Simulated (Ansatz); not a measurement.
Bi2Te3: changing spin-orbit coupling

```
CELL_PARAMETERS angstrom
2.19300 1.26613 10.16567
-2.19300 1.26613 10.16567
0.00000 -2.53226 10.16567
ATOMIC_POSITIONS crystal
Bi 0.60000 0.60000 0.60000
Bi 0.40000 0.40000 0.40000
Te 0.79050 0.79050 0.79050
Te 0.20950 0.20950 0.20950
Te 0.00000 0.00000 0.00000
```

Kept alike: task band structure; functional PBEsol; k mesh 7 × 7 × 7; occupations fermi-dirac, width 0.05 eV. Program: Ansatz, Ansatz PAW, cutoff 420 eV. The mesh is that of the run's cell of 5 atoms.

| spin-orbit coupling | band gap (eV) |
| --- | --- |
| off | 0.238 |
| on | 0.123 |

Gaps are the smaller of the mesh's and the band path's. All rows use potentials made for PBE.

Problem. What does spin-orbit coupling change here?

Solution. The band gap runs from 0.123 (on) to 0.238 eV (off). Spin-orbit coupling splits p and d bands at the edges, and the more so the heavier the atoms. Measured: 0.17 eV (arxiv:2412.10539); nearest on, 0.047 eV off. The runs are for a static lattice.
